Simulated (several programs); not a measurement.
A 5-atom cell of PbTiO3 started from a crystallographic database, relaxed with r2SCAN in Ansatz, was computed with several methods. The symmetry is Pm-3m (No. 221, cubic); conventional cell a = 3.935 Å, 12.19 Å³ an atom. Ti is surrounded by 6 O at 1.97 Å; Pb is surrounded by 12 O at 2.78 Å; O is surrounded by 2 Ti at 1.97 Å and 4 Pb at 2.78 Å. Calculated for a static, non-magnetic cell.

```cif
data_structure
_symmetry_space_group_name_H-M 'Pm-3m'
_symmetry_Int_Tables_number 221
_cell_length_a 3.9351
_cell_length_b 3.9351
_cell_length_c 3.9351
_cell_angle_alpha 90.000
_cell_angle_beta 90.000
_cell_angle_gamma 90.000
_cell_volume 60.93
loop_
_atom_site_label
_atom_site_type_symbol
_atom_site_symmetry_multiplicity
_atom_site_Wyckoff_symbol
_atom_site_fract_x
_atom_site_fract_y
_atom_site_fract_z
_atom_site_occupancy
Ti1 Ti 1 b 0.50000 0.50000 0.50000 1
Pb1 Pb 1 a 0.00000 0.00000 0.00000 1
O1 O 3 c 0.00000 0.50000 0.50000 1
```

Gaps and times are for a single point on this cell; volume and bulk modulus come from each method's own relaxation or energy curve at fixed shape. Times are rough, from shared hosts (Arm Neoverse V2), and each method has its own mesh and cell size. Gaps from k meshes are read at a limited set of points (mesh, symmetry points, PBE's band edges), so each method's own least gap may be somewhat smaller. Minimal bases can be far off for gaps. Times of the plane-wave rungs are withheld (a dash), since they come from other jobs, hosts and meshes; the meshes of hybrids and Hartree-Fock don't converge their gaps to the digits shown. GLLB-SC's gap includes the derivative discontinuity. G0W0 is at finite bands, cutoff and mesh. d marks a direct gap, i an indirect one (no mark: not told apart), a dash a value that wasn't computed or didn't pass its checks.

```
                            method              kind  gap (eV)  own volume (Å³/atom)  bulk modulus (GPa)  atoms computed  processor time
                            PBEsol         semilocal         –                 12.04                   –               5               –
  light PBE (260 eV, its own mesh)  light plane-wave    1.24 d                     –                   –               5          0.84 s
                               PBE         semilocal    1.63 i                 12.48                 173               5               –
                            r2SCAN         semilocal    1.92 i                 12.19                 193               5               –
                    PBE/SZV (CP2K)       small basis    1.06 i                 12.70                 179               5           8.7 s
                    GLLB-SC (GPAW)   model potential      3.06                     –                   –               5            13 s
                   PBE/DZVP (CP2K)       small basis    1.60 i                 12.51                 177               5            26 s
G0W0@PBE (120 eV screening cutoff)         many-body      2.91                     –                   –               5               –
                               LDA         semilocal    1.57 i                 11.72                   –               5               –
                           r2SCANh            hybrid    2.60 i                     –                   –               5               –
                           PBE+SOC         semilocal    1.59 i                     –                   –               5               –
                             HSE06            hybrid    2.72 i                     –                   –               5               –
                          DDH-PBE0            hybrid    2.44 i                     –                   –               5               –
                              PBE0            hybrid    3.43 i                     –                   –               5               –
```

Q: How far from the measured values lie the methods that can be set against them?

A:
- Volume, measured 12.46 Å³ an atom: PBEsol -3.3 %, PBE +0.2 %, r2SCAN -2.2 %, PBE/SZV (CP2K) +1.9 %, PBE/DZVP (CP2K) +0.5 %, LDA -5.9 %.
The calculations are for a static lattice; samples hold vibrations, temperature and, in optical gaps, excitons. A measured value is shown where most reports agree with it, and only for the quantities listed. Sources: 12.46 Å³ an atom (763 K; Crystallography Open Database).

Only the rows marked +SOC include spin-orbit coupling.
